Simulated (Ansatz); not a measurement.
# Zone-centre phonons of Ge at 8 GPa: input and output

Level of theory: DFT PBEsol, scalar-relativistic, plane waves, PAW (Ansatz).

Launched with:
```bash
ansatz run input.yaml --threads 1 --pin off --max-ram 3072MiB --backend cpu --events-out ev --progress --plain --runs-dir out
```

Input (bare energies are in eV):
```yaml
crystal:
  lattice:
    - [3.8696574713, 0.0, 0.0]
    - [-1.9348287356, 3.3512216741, 0.0]
    - [0.0, 0.0, 6.4015794199]
  atoms:
    - { symbol: Ge, position: [0.6666666667, 0.3333333333, 0.0634053586] }
    - { symbol: Ge, position: [0.3333333333, 0.6666666667, 0.5634053586] }
    - { symbol: Ge, position: [0.6666666667, 0.3333333333, 0.4365946414] }
    - { symbol: Ge, position: [0.3333333333, 0.6666666667, 0.9365946414] }
basis:
  ecutwfc: 420
kpoints:
  mp_grid: { grid: [12, 12, 8] }
hamiltonian:
  xc: pbesol
scf:
  occupations: { method: fermi_dirac, width: 0.15 }
output:
  eigenvalues: true
phonons:
  method: dfpt
  eigenvectors: true
```

Results section of the output:
```
--- Phonons (Γ-DFPT): 2 representative perturbations + reference, on 320 of 1152 k-points (Σ response iterations 17) ---
  k mesh reduced under 2 symmetry operations, with k and −k counted as one. Each operation leaves every solved perturbation unchanged. A smaller set is not used because it would not reduce the number of displacements ...
  ASR residual: 4.520e-5 → 0.000e0 eV/Å²; symmetrization residual: 4.337e-6 eV/Å²
  ASR residual per site (eV/Å²): 4.52e-5 4.52e-5 4.52e-5 4.52e-5
  Γ frequencies (cm⁻¹): 0.00 0.00 0.00 38.51 38.51 221.14 272.70 305.42 305.42 313.86 313.86 314.35
  non-analytic LO–TO correction: not included (Born effective charges unavailable; polar crystals: no LO–TO splitting at Γ)
```

It took 6.2 min on 1 thread of AMD EPYC 7R43 64-Core Processor (Zen 3), on a shared host, peak memory 2.3 GiB.

Without a gap, frequencies and elastic constants depend on the k mesh and the smearing, soft modes and shear constants most. Other phases may be more stable at this pressure.

This form isn't the element's structure at ambient conditions. The bands only touch here, so at this level the crystal is a zero-gap semiconductor or semimetal, not an ordinary metal; spin–orbit coupling, left out, can open or move such a gap.